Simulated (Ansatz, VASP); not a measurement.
## ZnSe: VASP beside Ansatz

```
Zn Se
1.0
     0.00000    2.74265    2.74265
     2.74265    0.00000    2.74265
     2.74265    2.74265    0.00000
Zn Se
1 1
Direct
  0.00000 0.00000 0.00000
  0.75000 0.75000 0.75000
```

Alike in both runs: functional revPBE; k mesh 10 × 10 × 10; no spin polarisation.

Ansatz relaxed the structure, and its values are those at the end. VASP's run is a single point on that final structure, the one shown.

|  | VASP | Ansatz |
| --- | --- | --- |
| version | VASP 6.6.1 | Ansatz 0.2.0 |
| potentials or method | VASP PAW PBE potentials, release 64 (Zn, Se) | scalar-relativistic, plane waves, PAW |
| plane-wave cutoff (eV) | 520 | 420 |
| occupations | gaussian, width 0.01 eV | fixed |
| valence electrons in the cell | 18 | 28 |

|  | VASP | Ansatz | Ansatz less VASP |
| --- | --- | --- | --- |
| gap on the k mesh at the Fermi level (eV) | 1.82 | 1.81 | -0.004 |
| pressure (GPa) | 12.3 | 12.0 | -0.33 |

The two sets of potentials don't hold the same shells in valence.

Caveats: the PAW data sets were made with another functional, which shifts forces and pressure a little (VASP).
